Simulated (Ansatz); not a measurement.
# NaH: a single-point run

Wanted: a converged single-point run for NaH, and a check of what comes out. The structure is shown as the input types it. The cell is built on a prototype (CsCl type) and needn't be the phase found in nature.

Method: density functional or hybrid calculation with the settings of its input, plane waves (as first typed), in Ansatz 0.2.0.

5 further runs of the same task are left out: 5 that didn't finish.

**1. The starting structure**

The structure is cubic, space group Pm-3m (No. 221). The conventional cell has a = 2.932 Å, b = 2.932 Å, c = 2.932 Å, α = 90.00°, β = 90.00°, γ = 90.00°. Na (site symmetry m-3m) is surrounded by 8 H at 2.54 Å. H (site symmetry m-3m) is surrounded by 8 Na at 2.54 Å.

As a file:

```cif
data_structure
_symmetry_space_group_name_H-M 'P 1'
_symmetry_Int_Tables_number 1
_cell_length_a 2.9324
_cell_length_b 2.9324
_cell_length_c 2.9324
_cell_angle_alpha 90.000
_cell_angle_beta 90.000
_cell_angle_gamma 90.000
_cell_volume 25.22
loop_
_atom_site_label
_atom_site_type_symbol
_atom_site_fract_x
_atom_site_fract_y
_atom_site_fract_z
_atom_site_occupancy
Na1 Na 0.00000 0.00000 0.00000 1
H1 H 0.50000 0.50000 0.50000 1
```

**2. Running it**

input.yaml

```yaml
crystal:
  lattice:
    - [2.9323912064, 0.0, 0.0]
    - [0.0, 2.9323912064, 0.0]
    - [0.0, 0.0, 2.9323912064]
  atoms:
    - { symbol: Na, position: [0.0, 0.0, 0.0] }
    - { symbol: H, position: [0.5, 0.5, 0.5] }
kpoints:
  mp_grid: { grid: [6, 6, 6] }
hamiltonian:
  xc: pbe
scf:
  occupations: { method: gaussian, width: 4 }
  n_extra_bands: 4
output:
  forces: true
  stress: true
  eigenvalues: true
```

Command:

```
ansatz run input.yaml --threads 4 --pin off --max-ram 3686MiB --backend cpu --events-out ev --progress --plain --runs-dir out
```

Q: Will this input give a usable result? If not, why, and what should change?

The run converged and reported no error. Convergence says nothing about whether the input makes sense.

Look at the input: scf.occupations.method is gaussian; scf.occupations.width is 4. A smearing this wide moves electrons out of filled levels into empty ones.

The test: delete scf.occupations.width (the default then holds) and set scf.occupations.method to fixed.
